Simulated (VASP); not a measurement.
# TiTe2 (P-3m1) in VASP: density of states with PBE+D3(BJ)

Aim: the density of states of TiTe2 with PBE+D3(BJ).

Program: VASP 6.6.1. These are calculated values, not measurements. Logs are shortened: lines on timing, memory, paths and dates and some standing lists are left out, and cuts for length are marked.

## (1) Starting point

It takes space group P-3m1 (No. 164, trigonal). Conventional cell: a = 3.696 Å, b = 3.696 Å, c = 6.383 Å, α = 90.00°, β = 90.00°, γ = 120.00°. Around Ti (site symmetry -3m) lie 6 Te at 2.75 Å. Around Te (site symmetry 3m) lie 3 Ti at 2.75 Å.

## (2) Density of states, PBE+D3(BJ)

POSCAR reads:

```
TiTe2
1.0
    3.6962848713      0.0000000000      0.0000000000
   -1.8481424356      3.2010765981      0.0000000000
    0.0000000000      0.0000000000      6.3828329778
Ti Te
1 2
Direct
    0.0000000000      0.0000000000      0.0000000000
    0.6666666667      0.3333333333      0.2711838249
    0.3333333333      0.6666666667      0.7288161751
```

INCAR.step1 reads:

```
PREC = Accurate
ENCUT = 520
EDIFF = 1E-7
ISMEAR = 0
SIGMA = 0.1
LREAL = F
LASPH = T
NELM = 100
ALGO = Fast
ISIF = 2
LWAVE = F
LCHARG = T
LMAXMIX = 4
GGA = PE
IVDW = 12
NBANDS = 19
```

KPOINTS.step1 reads:

```
Automatic mesh
0
Gamma
  15 15 8
```

INCAR.step2 reads:

```
PREC = Accurate
ENCUT = 520
EDIFF = 1E-7
ISMEAR = -5
SIGMA = 0.1
LREAL = F
LASPH = T
NELM = 100
ALGO = Fast
ISIF = 2
LWAVE = F
LCHARG = F
LMAXMIX = 4
GGA = PE
IVDW = 12
LORBIT = 11
NBANDS = 19
NEDOS = 1001
ICHARG = 11
```

KPOINTS.step2 reads:

```
Automatic mesh
0
Gamma
  23 23 12
```

Potentials or basis: VASP PAW PBE potentials, release 64 (Ti_sv, Te).

On the command line:

```
$ cat potpaw_PBE.64/Ti_sv/POTCAR potpaw_PBE.64/Te/POTCAR > POTCAR
$ cp INCAR.step1 INCAR
$ cp KPOINTS.step1 KPOINTS
$ mpirun -np 1 vasp_std > vasp.out
$ cp INCAR.step2 INCAR
$ cp KPOINTS.step2 KPOINTS
$ mpirun -np 1 vasp_std > vasp.out
```

OUTCAR:

```text
PREC = Accurate
   ENCUT = 520
   EDIFF = 1E-7
   ISMEAR = -5
   LREAL = F
   LASPH = T
   NELM = 100
   ISIF = 2
   GGA = PE
   IVDW = 12
   LORBIT = 11
   ICHARG = 11
 IVDW          = 12

 ion  position               nearest neighbor table
   1  0.000  0.000  0.000-   2 2.75   3 2.75   3 2.75   2 2.75   2 2.75   3 2.75
   2  0.667  0.333  0.271-   1 2.75   1 2.75   1 2.75   3 3.62   3 3.62   3 3.62
   3  0.333  0.667  0.729-   1 2.75   1 2.75   1 2.75   2 3.62   2 3.62   2 3.62

  LATTYP: Found a hexagonal cell.
 ALAT       =     3.6962848713
 C/A-ratio  =     1.7268238786

  Lattice vectors:

 A1 = (   3.6962848713,   0.0000000000,   0.0000000000)
 A2 = (  -1.8481424356,   3.2010765981,   0.0000000000)
 A3 = (   0.0000000000,   0.0000000000,   6.3828329778)

Analysis of symmetry for initial positions (statically):
=====================================================================
 Subroutine PRICEL returns:
 Original cell was already a primitive cell.

 Routine SETGRP: Setting up the symmetry group for a
 hexagonal supercell.

 Subroutine GETGRP returns: Found 12 space group operations
 (whereof 12 operations were pure point group operations)
 out of a pool of 24 trial point group operations.

The static configuration has the point symmetry D_3d.

Analysis of symmetry for dynamics (positions and initial velocities):
=====================================================================
 Subroutine PRICEL returns:
 Original cell was already a primitive cell.

 Routine SETGRP: Setting up the symmetry group for a
 hexagonal supercell.

 Subroutine GETGRP returns: Found 12 space group operations
 (whereof 12 operations were pure point group operations)
 out of a pool of 24 trial point group operations.

The dynamic configuration has the point symmetry D_3d.

 Subroutine INISYM returns: Found 12 space group operations
 (whereof 12 operations are pure point group operations),
 and found     1 'primitive' translations

----------------------------------------------------------------------------------------

                                     Primitive cell

  volume of cell :      75.5223

  direct lattice vectors                    reciprocal lattice vectors
     3.696284871  0.000000000  0.000000000     0.270541918  0.156197449  0.000000000
    -1.848142436  3.201076598  0.000000000     0.000000000  0.312394899  0.000000000
     0.000000000  0.000000000  6.382832978     0.000000000  0.000000000  0.156670244

  length of vectors
     3.696284871  3.696284871  6.382832978     0.312394899  0.312394899  0.156670244

  position of ions in fractional coordinates (direct lattice)
     0.000000000  0.000000000  0.000000000
     0.666666667  0.333333333  0.271183825
     0.333333333  0.666666667  0.728816175

  ion indices of the primitive-cell ions
   primitive index   ion index
                 1           1
                 2           2
                 3           3

----------------------------------------------------------------------------------------

 KPOINTS: Automatic mesh

Automatic generation of k-mesh.
 Grid dimensions read from file:
 generate k-points for:   23   23   12

 Generating k-lattice:

  Cartesian coordinates                     Fractional coordinates (reciprocal lattice)
     0.011762692  0.006791193  0.000000000     0.043478261 -0.000000000  0.000000000
     0.000000000  0.013582387  0.000000000     0.000000000  0.043478261  0.000000000
     0.000000000  0.000000000  0.013055854     0.000000000  0.000000000  0.083333333

  Length of vectors
     0.013582387  0.013582387  0.013055854

  Shift w.r.t. Gamma in fractional coordinates (k-lattice)
     0.000000000  0.000000000  0.000000000

 TETIRR: Found   9426 inequivalent tetrahedra from    38088

 Subroutine IBZKPT returns following result:
 ===========================================

 Found    612 irreducible k-points:

 Following reciprocal coordinates:
            Coordinates               Weight
  0.000000  0.000000  0.000000      1.000000
  0.043478  0.000000  0.000000      6.000000
  0.086957  0.000000  0.000000      6.000000
  0.130435 -0.000000  0.000000      6.000000
  0.173913  0.000000  0.000000      6.000000
  0.217391  0.000000  0.000000      6.000000
[... 16 lines left out ...]
  0.478261  0.043478  0.000000      6.000000
  0.086957  0.086957  0.000000      6.000000
 [... further k-points ...]
   k-points           NKPTS =    612   k-points in BZ     NKDIM =    612   number of bands    NBANDS=     19
   number of dos      NEDOS =   1001   number of ions     NIONS =      3
   total plane-waves  NPLWV =  37632
   dimension x,y,z NGX =    28 NGY =   28 NGZ =   48
   dimension x,y,z NGXF=    56 NGYF=   56 NGZF=   96
   ions per type =               1   2
   NGX,Y,Z   is equivalent  to a cutoff of  12.59, 12.59, 12.50 a.u.
   NGXF,Y,Z  is equivalent  to a cutoff of  25.19, 25.19, 25.00 a.u.
 SYSTEM =  unknown system
   PREC   = accura    normal or accurate (medium, high low for compatibility)
   ISTART =      0    job   : 0-new  1-cont  2-samecut
   ICHARG =     11    charge: 1-file 2-atom 10-const
   ISPIN  =      1    spin polarized calculation?
   LNONCOLLINEAR =      F non collinear calculations
   LSORBIT =      F    spin-orbit coupling
   LASPH  =      T    aspherical Exc in radial PAW
   ENCUT  =  520.0 eV  38.22 Ry    6.18 a.u.   6.87  6.87 11.87*2*pi/ulx,y,z
   NELM   =    100;   NELMIN=  2; NELMDL=  0     # of ELM steps
   EDIFF  = 0.1E-06   stopping-criterion for ELM
   LREAL  =      F    real-space projection
   EDIFFG = 0.1E-05   stopping-criterion for IOM
   NSW    =      0    number of steps for IOM
   IBRION =     -1    ionic relax: 0-MD 1-quasi-New 2-CG
   NFREE  =      0    steps in history (QN), initial steepest desc. (CG)
   ISIF   =      2    stress and relaxation
   ISYM   =      2    0-nonsym 1-usesym 2-fastsym
   POTIM  = 0.5000    time-step for ionic-motion
   TEBEG  =    0.0;   TEEND  =   0.0 temperature during run
   PSTRESS=    0.0 pullay stress
   NELECT =      24.0000    total number of electrons
   NUPDOWN=      -1.0000    fix difference up-down
   EMIN   =  10.00;   EMAX   =-10.00  energy-range for DOS
   EFERMI =   0.00;   METHOD = LEGACY
   ISMEAR =    -5;   SIGMA  =   0.10  broadening in eV -4-tet -1-fermi 0-gaus
   EFERMI_NEDOS =   21; number of points for ismear=-14 and -15
   IALGO  =     68    algorithm
   IMIX   =      4    mixing-type and parameters
     AMIX     =   0.40;   BMIX     =  1.00
     AMIX_MAG =   1.60;   BMIX_MAG =  1.00
  volume/ion in A,a.u.               =      25.17       169.88
  Fermi-wavevector in a.u.,A,eV,Ry     =   1.117173  2.111150 16.981084  1.248074
  Thomas-Fermi vector in A             =   2.253793
   LORBIT       =     11    0 simple, 1 ext, 2 COOP (PROOUT), +10 PAW based schemes
   GGA     = PE    functional components
   LHFCALC =     F    Hartree Fock is set to
   AEXX    =    0.0000 exact exchange contribution
   IVDW    =    12    specifies the selected vdW correction
   LEPSILON=     F    determine dielectric tensor
   LRPA    =     F    only Hartree local field effects (RPA)
 non-spin polarized calculation
 RMM-DIIS sequential band-by-band and
 Fermi weights with tetrahedron method with Bloechl corrections
  energy-cutoff  :      520.00
  volume of cell :       75.52
 maximum number of plane-waves:      2056

 number of electron      24.0000002 magnetization

 Free energy of the ion-electron system (eV)
  ---------------------------------------------------
  ext. energy  EPLUGINS =         0.00000000
  ---------------------------------------------------
  free energy    TOTEN  =       -16.14337513 eV

  energy without entropy =      -16.14337513  energy(sigma->0) =      -16.14337513

 E-fermi :   7.6284     XC(G=0): -10.1730

 val. band max:        7.6643633134   @ k =   0.1739   0.0000   0.0000
 cond. band min:       7.6004639720   @ k =   0.0000   0.4348   0.1667
 fundamental gap:     -0.0638993414
 Fermi energy:         7.6283841694

 k-point     1 :       0.0000    0.0000    0.0000
  band No.  band energies     occupation
      1     -49.7677      2.00000
      2     -26.0323      2.00000
      3     -26.0323      2.00000
      4     -25.9988      2.00000
      5      -5.1676      2.00000
      6      -3.4670      2.00000
[... 11 lines left out ...]
     18      12.8570      0.00000
     19      13.9457      0.00000

 k-point     2 :       0.0435    0.0000    0.0000
  band No.  band energies     occupation
      1     -49.7676      2.00000
      2     -26.0333      2.00000
      3     -26.0325      2.00000
      4     -25.9986      2.00000
      5      -5.1447      2.00000
      6      -3.4544      2.00000
[... 11 lines left out ...]
     18      13.0487      0.00000
     19      14.1090      0.00000

 k-point     3 :       0.0870    0.0000    0.0000
  band No.  band energies     occupation
      1     -49.7674      2.00000
      2     -26.0362      2.00000
      3     -26.0332      2.00000
      4     -25.9979      2.00000
      5      -5.0762      2.00000
      6      -3.4175      2.00000
[... 11 lines left out ...]
     18      13.4681      0.00000
     19      14.3903      0.00000

 k-point     4 :       0.1304   -0.0000    0.0000
  band No.  band energies     occupation
      1     -49.7670      2.00000
      2     -26.0408      2.00000
      3     -26.0342      2.00000
      4     -25.9968      2.00000
      5      -4.9637      2.00000
      6      -3.3580      2.00000
[... 11 lines left out ...]
     18      13.7945      0.00000
     19      14.9298      0.00000

 k-point     5 :       0.1739    0.0000    0.0000
  band No.  band energies     occupation
      1     -49.7666      2.00000
      2     -26.0468      2.00000
      3     -26.0356      2.00000
      4     -25.9954      2.00000
      5      -4.8094      2.00000
      6      -3.2795      2.00000
[... 11 lines left out ...]
     18      13.7810      0.00000
     19      14.8413      0.00000

 k-point     6 :       0.2174    0.0000    0.0000
  band No.  band energies     occupation
      1     -49.7660      2.00000
      2     -26.0537      2.00000
      3     -26.0372      2.00000
      4     -25.9938      2.00000
      5      -4.6174      2.00000
      6      -3.1872      2.00000
[... 11 lines left out ...]
     18      13.5884      0.00000
     19      14.6839      0.00000

 k-point     7 :       0.2609   -0.0000    0.0000
  band No.  band energies     occupation
      1     -49.7655      2.00000
      2     -26.0609      2.00000
      3     -26.0389      2.00000
      4     -25.9920      2.00000
      5      -4.3930      2.00000
      6      -3.0889      2.00000
[... 11 lines left out ...]
     18      13.3895      0.00000
     19      14.0696      0.00000

 k-point     8 :       0.3043    0.0000    0.0000
  band No.  band energies     occupation
      1     -49.7649      2.00000
      2     -26.0680      2.00000
      3     -26.0405      2.00000
      4     -25.9903      2.00000
      5      -4.1443      2.00000
      6      -2.9952      2.00000
[... 256 lines left out ...]
 k-point    20 :       0.3478    0.0435    0.0000
  band No.  band energies     occupation
      1     -49.7642      2.00000
      2     -26.0771      2.00000
      3     -26.0432      2.00000
      4     -25.9881      2.00000
      5      -3.7389      2.00000
      6      -2.8880      2.00000
[... 11 lines left out ...]
     18      13.3253      0.00000
     19      13.5172      0.00000

 k-point    21 :       0.3913    0.0435    0.0000
  band No.  band energies     occupation
      1     -49.7638      2.00000
      2     -26.0816      2.00000
      3     -26.0443      2.00000
      4     -25.9870      2.00000
      5      -3.4899      2.00000
      6      -2.8685      2.00000
[... 11 lines left out ...]
     18      13.2680      0.00000
     19      13.4585      0.00000

 k-point    22 :       0.4348    0.0435    0.0000
  band No.  band energies     occupation
      1     -49.7636      2.00000
      2     -26.0844      2.00000
      3     -26.0450      2.00000
      4     -25.9863      2.00000
      5      -3.2819      2.00000
      6      -2.8966      2.00000
[... 11 lines left out ...]
     18      13.2326      0.00000
     19      13.3292      0.00000

 k-point    23 :       0.4783    0.0435    0.0000
  band No.  band energies     occupation
      1     -49.7635      2.00000
      2     -26.0854      2.00000
      3     -26.0452      2.00000
      4     -25.9861      2.00000
      5      -3.1819      2.00000
      6      -2.9330      2.00000
[... 11 lines left out ...]
     18      13.2258      0.00000
     19      13.2669      0.00000

 k-point    24 :       0.0870    0.0870    0.0000
  band No.  band energies     occupation
      1     -49.7668      2.00000
      2     -26.0432      2.00000
      3     -26.0351      2.00000
      4     -25.9962      2.00000
      5      -4.8970      2.00000
      6      -3.3235      2.00000
[... 11 lines left out ...]
     18      14.1980      0.00000
     19      14.8685      0.00000

 [... further k-points ...]

------------------------ aborting loop because EDIFF is reached ----------------------------------------

 Edisp (eV)   -1.56818

 E8    (eV) :    -0.7264

  FORCE on cell =-STRESS in cart. coord.  units (eV):
  Direction    XX          YY          ZZ          XY          YZ          ZX
  --------------------------------------------------------------------------------------
  -------------------------------------------------------------------------------------
  Total      -0.03291    -0.03291    -0.09855    -0.00000    -0.00000    -0.00000
  in kB      -0.69811    -0.69811    -2.09070    -0.00000    -0.00000    -0.00000
  external pressure =       -1.16 kB  Pullay stress =        0.00 kB

 VOLUME and BASIS-vectors are now :
 -----------------------------------------------------------------------------
  energy-cutoff  :      520.00
  volume of cell :       75.52
      direct lattice vectors                 reciprocal lattice vectors
     3.696284871  0.000000000  0.000000000     0.270541918  0.156197449  0.000000000
    -1.848142436  3.201076598  0.000000000     0.000000000  0.312394899  0.000000000
     0.000000000  0.000000000  6.382832978     0.000000000  0.000000000  0.156670244

 POSITION                                       TOTAL-FORCE (eV/Angst)
 -----------------------------------------------------------------------------------
      0.00000      0.00000      0.00000        -0.000000      0.000000      0.000000
      1.84814      1.06703      1.73092        -0.000000      0.000000      0.004571
     -0.00000      2.13405      4.65191         0.000000      0.000000     -0.004571
 -----------------------------------------------------------------------------------
    total drift:                               -0.000000     -0.000000      0.000000

  FREE ENERGIE OF THE ION-ELECTRON SYSTEM (eV)
  ---------------------------------------------------
  free  energy   TOTEN  =       -17.7115519860 eV

  energy  without entropy=      -17.7115519860  energy(sigma->0) =      -17.71155199

 total charge

# of ion       s       p       d       tot
------------------------------------------
    1        2.168   6.127   1.903  10.198
    2        1.385   2.001   0.044   3.431
    3        1.385   2.001   0.044   3.431
--------------------------------------------------
tot          4.938  10.129   1.992  17.059
```

Run time: 11 min. Hardware: 1 thread of Intel Xeon 6975P-C (Granite Rapids), shared host; peak memory 0.88 GiB.

Results:

| Item | Value |
| --- | --- |
| Valence electrons inside the program's atomic spheres | Ti 10.20; Te 3.43 |
| Dispersion energy per atom | -0.523 eV |

Levels at points of the mesh, in eV from the Fermi level:
```
           k point  band 9  band 10  band 11  band 12  band 13  band 14  band 15  band 16
(0.00, 0.00, 0.00)   -1.63     0.22     0.42     0.42     0.69     1.25     1.25     3.07
(0.00, 0.00, 0.50)   -1.54    -1.54     0.41     0.41     0.83     0.83     1.07     3.64
```

States per cell in windows of 0.5 eV (zero at the Fermi level; states under -8 eV left out):
```csv
from (eV),total,Ti1_d,Te2_p,Te3_p,Ti1_s,Te2_d,Te3_d
-8.0,0.00,0.00,0.00,0.00,0.00,0.00,0.00
-7.5,0.00,0.00,0.00,0.00,0.00,0.00,0.00
-7.0,0.00,0.00,0.00,0.00,0.00,0.00,0.00
-6.5,0.00,0.00,0.00,0.00,0.00,0.00,0.00
-6.0,0.00,0.00,0.00,0.00,0.00,0.00,0.00
-5.5,0.36,0.02,0.06,0.06,0.02,0.00,0.00
-5.0,1.03,0.04,0.17,0.17,0.04,0.00,0.00
-4.5,1.37,0.08,0.22,0.22,0.02,0.00,0.00
-4.0,0.72,0.05,0.12,0.12,0.02,0.00,0.00
-3.5,0.85,0.06,0.14,0.14,0.02,0.00,0.00
-3.0,1.42,0.17,0.24,0.24,0.01,0.01,0.01
-2.5,1.70,0.33,0.28,0.28,0.01,0.01,0.01
-2.0,2.24,0.57,0.37,0.37,0.01,0.01,0.01
-1.5,1.23,0.23,0.22,0.22,0.01,0.01,0.01
-1.0,0.75,0.16,0.13,0.13,0.00,0.00,0.00
-0.5,0.52,0.21,0.06,0.06,0.00,0.00,0.00
0.0,1.15,0.67,0.06,0.06,0.00,0.01,0.01
0.5,0.79,0.50,0.04,0.04,0.00,0.00,0.00
1.0,2.74,1.86,0.15,0.15,0.01,0.01,0.01
1.5,1.70,1.22,0.08,0.08,0.01,0.00,0.00
2.0,1.23,0.73,0.06,0.06,0.01,0.02,0.02
2.5,1.49,0.77,0.13,0.13,0.01,0.02,0.02
3.0,1.21,0.63,0.13,0.13,0.01,0.01,0.01
3.5,0.12,0.06,0.01,0.01,0.00,0.00,0.00
4.0,0.17,0.01,0.00,0.00,0.01,0.01,0.01
4.5,0.46,0.04,0.01,0.01,0.04,0.03,0.03
5.0,0.75,0.06,0.03,0.03,0.05,0.05,0.05
5.5,0.83,0.06,0.03,0.03,0.04,0.06,0.06
6.0,0.91,0.07,0.03,0.03,0.03,0.06,0.06
6.5,0.57,0.04,0.02,0.02,0.02,0.04,0.04
7.0,0.25,0.01,0.01,0.01,0.01,0.02,0.02
7.5,0.05,0.00,0.00,0.00,0.00,0.00,0.00
```

Caveat: tetrahedron occupations give inexact forces and stress in metals. The run has no spin-orbit coupling, so splittings on Te are missing.
